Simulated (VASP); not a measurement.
A run of VASP 6.6.1:

File INCAR:

```
SYSTEM = P
PREC = Accurate ; ENCUT = 600
EDIFF = 1E-6 ; ISMEAR = 1
SIGMA = 0.1 ; LREAL = .FALSE.
LASPH = .TRUE. ; NELM = 80
ALGO = Normal ; ISIF = 3
LWAVE = .FALSE. ; LCHARG = .FALSE.
GGA = PE ; IVDW = 12
IBRION = 2 ; NSW = 90
EDIFFG = -0.01
```

File KPOINTS:

```
regular mesh
0
G
  15 15 13
  0 0 0
```

Contents of POSCAR:

```
P
1.0
    1.7257251780      0.9963478961      3.1296800121
   -1.7257251780      0.9963478961      3.1296800121
    0.0000000000     -1.9926957921      3.1296800121
P
2
Direct
    0.2270802500      0.2270802500      0.2270802500
    0.7729197500      0.7729197500      0.7729197500
```

Potentials or basis: VASP PAW PBE potentials, release 64 (P).

The run is started by

```console
$ cat potpaw_PBE.64/P/POTCAR > POTCAR
$ mpirun -np 1 vasp_std > vasp.out
```

Hardware: 1 thread of Intel(R) Xeon(R) Platinum 8559C (Emerald Rapids) (shared host).

Task: How long does it take, and how much memory?

Result: It took 11 min on 1 thread of Intel(R) Xeon(R) Platinum 8559C (Emerald Rapids), on a shared host, peak memory 0.38 GiB. Counts: scf iterations 67, k points 784, ion steps 12.
